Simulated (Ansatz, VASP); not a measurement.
Two plane-wave programs on Li

Contents of INCAR:

```
SYSTEM = Li
PREC     = Accurate       ! precision mode
ENCUT    = 520            ! plane-wave cutoff, eV
EDIFF    = 1E-6           ! SCF threshold, eV
ISMEAR   = 0              ! smearing method
SIGMA    = 0.1            ! smearing width, eV
LREAL    = .False.        ! projectors in reciprocal space
LASPH    = .True.         ! aspherical terms in the spheres
NELM     = 80             ! most SCF steps
ALGO     = Fast           ! electronic algorithm
ISIF     = 2              ! what is computed and relaxed
LWAVE    = .False.        ! write WAVECAR
LCHARG   = .False.        ! write CHGCAR
LDIPOL   = .True.       
IDIPOL   = 3            
DIPOL    = 0.5 0.5 0.270
GGA      = PE             ! functional
IVDW     = 12             ! dispersion correction
NBANDS   = 30             ! bands
```

Contents of KPOINTS:

```
regular mesh
0
Gamma
  5 5 1
  0 0 0
```

File POSCAR:

```
Li
1.0
    5.7591582657      0.0000000000      0.0000000000
   -1.9197194219      5.4297864848      0.0000000000
    0.0000000000      0.0000000000     23.3490373303
Li
12
Direct
    0.2500000000      0.2500000000      0.1713132727
    0.2500000000      0.7500000000      0.1713132727
    0.7500000000      0.2500000000      0.1713132727
    0.7500000000      0.7500000000      0.1713132727
    0.0000000000      0.0000000000      0.2699665212
    0.0000000000      0.5000000000      0.2699665212
    0.5000000000      0.0000000000      0.2699665212
    0.5000000000      0.5000000000      0.2699665212
    0.2500000000      0.2500000000      0.3682823068
    0.2500000000      0.7500000000      0.3682823068
    0.7500000000      0.2500000000      0.3682823068
    0.7500000000      0.7500000000      0.3682823068
```

Input for Ansatz:

```yaml
crystal:
  lattice:
    - [5.7591582657, 0.0, 0.0]
    - [-1.9197194219, 5.4297864848, 0.0]
    - [0.0, 0.0, 23.3490373303]
  atoms:
    - { symbol: Li, position: [0.25, 0.25, 0.1713132727] }
    - { symbol: Li, position: [0.25, 0.75, 0.1713132727] }
    - { symbol: Li, position: [0.75, 0.25, 0.1713132727] }
    - { symbol: Li, position: [0.75, 0.75, 0.1713132727] }
    - { symbol: Li, position: [0.0, 0.0, 0.2699665212] }
    - { symbol: Li, position: [0.0, 0.5, 0.2699665212] }
    - { symbol: Li, position: [0.5, 0.0, 0.2699665212] }
    - { symbol: Li, position: [0.5, 0.5, 0.2699665212] }
    - { symbol: Li, position: [0.25, 0.25, 0.3682823068] }
    - { symbol: Li, position: [0.25, 0.75, 0.3682823068] }
    - { symbol: Li, position: [0.75, 0.25, 0.3682823068] }
    - { symbol: Li, position: [0.75, 0.75, 0.3682823068] }
basis:
  ecutwfc: 420
kpoints:
  mp_grid: { grid: [5, 5, 1] }
hamiltonian:
  xc: pbe
  dispersion: d3bj
scf:
  occupations: { method: gaussian, width: 0.1 }
output:
  forces: true
  eigenvalues: true
  write_density: true
  write_potential: true
  elf: true
  volumetric_format: npy
efield:
  axis: 3
  dipole_correction: true
  ramp_width: 0.04
```

Alike in both runs: task single point; functional PBE; dispersion D3(BJ); k mesh 5 × 5 × 1; occupations gaussian, width 0.1 eV; no spin polarisation.

|  | VASP | Ansatz |
| --- | --- | --- |
| version | VASP 6.6.1 | Ansatz 0.2.0 |
| potentials or method | VASP PAW PBE potentials, release 64 (Li_sv) | scalar-relativistic, plane waves, PAW |
| plane-wave cutoff (eV) | 520 | 420 |
| valence electrons in the cell | 36 | 36 |

|  | VASP | Ansatz | Ansatz less VASP |
| --- | --- | --- | --- |
| gap on the k mesh at the Fermi level (eV) | none | none | - |
| rms of the force components (eV/Å) | 0.008 | 0.008 | -0.0006 |

Atom by atom the forces differ by 0.001 eV/Å (rms over components). A gap of «none» marks a metal or a gap that the smearing closes. Ansatz warned: «xc_potential_rough_in_thin_density».
